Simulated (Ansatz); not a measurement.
# SrO under changes of volume

One of the cells (16.995 Å³/atom); the others are scaled copies at fixed shape and fractional positions:

```xyz
4
Lattice="3.5533 0.0000 0.0000 -1.7766 3.0772 0.0000 0.0000 0.0000 6.2173" Properties=species:S:1:pos:R:3 pbc="T T T"
Sr    1.7766    1.0257    4.6630
Sr    0.0000    2.0515    1.5543
O     0.0000    0.0000    3.1087
O     0.0000    0.0000    0.0000
```

Measurements of this composition are mostly on another form, of space group No. 225.

| Property | Result |
| --- | --- |
| Program | Ansatz 0.2.0 |
| Functional | PBEsol |
| Potentials or basis | all-electron LAPW, scalar-relativistic |
| Cutoff | 199 eV (chosen from the basis error) |
| Basis error allowed | 0.002 eV/atom |
| k mesh | 9 × 9 × 5 |
| Occupations | fermi-dirac, width 0.05 eV |
| Spin | no spin polarisation |

| volume (Å³/atom) | energy over the lowest point (meV/atom) | pressure (GPa) | gap on the mesh (eV) |
| --- | --- | --- | --- |
| 15.976 | 5.19 | 3.3 | 3.03 |
| 16.316 | 0.48 | 1.2 | 3.03 |
| 16.656 | 0.00 | -0.7 | 3.03 |
| 16.995 | ? | ? | ? |
| 17.335 | 10.02 | -3.9 | 2.83 |
| 17.675 | 19.77 | -5.3 | 2.72 |
| 18.015 | 32.24 | -6.5 | 2.62 |

Q: What does the run at 16.995 Å³/atom give?

A: Energy over the lowest point 3.31 meV/atom; pressure -2.4 GPa; gap on the mesh 2.94 eV.

Worked out: A Birch-Murnaghan fit of order 3 (a polynomial in V^(-2/3)) to the other rows has its minimum at 16.52 Å³/atom with B0 = V·E''(V) = 91 GPa and B' = 4.4 at fixed shape and positions, which overstates the stiffness. It gives 3.31 meV/atom at 16.995 Å³/atom, against the run's 3.31, and -dE/dV = -2.4 GPa, against -2.4. A parabola through the other rows of the gap, of slope -3.75 eV per unit of ln V there, gives 2.94 eV, against the run's 2.94.

Energies are extrapolated to zero smearing.

Caveats: an odd mesh through Γ misses points on the zone boundary, where band edges often lie. Spin-orbit coupling on Sr is left out.
